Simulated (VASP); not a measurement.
A run of VASP 6.6.1 is set up as follows.

File INCAR:

```
ALGO = Fast
EDIFF = 1E-7
EDIFFG = -0.15
ENCUT = 520
GGA = PE
IBRION = 2
ISIF = 4
ISMEAR = 0
LASPH = True
LCHARG = False
LREAL = False
LWAVE = False
NELM = 100
NSW = 80
PREC = Accurate
SIGMA = 0.1
```

KPOINTS

```
k-points
0
Gamma
  18 18 10
```

The input POSCAR:

```
Re                                      
1.0
    2.8018045873      0.0000000000      0.0000000000
   -1.4009022937      2.4264339442      0.0000000000
    0.0000000000      0.0000000000      4.5252955373
  Re            
     2
Direct
     0.3333333300000021    0.6666666699999979    0.2500000000000000
     0.6666666699999979    0.3333333300000021    0.7500000000000000
```

Potentials or basis: VASP PAW PBE potentials, release 64 (Re).

Command:

```sh
$ cat potpaw_PBE.64/Re/POTCAR > POTCAR
$ mpirun -np 1 vasp_std > vasp.out
```

(1) What does it give for the band gap on the k mesh?

Answers

(1) none (metal or under the smearing width).

Caveat: the relaxation stopped at its first step, so nothing moved.
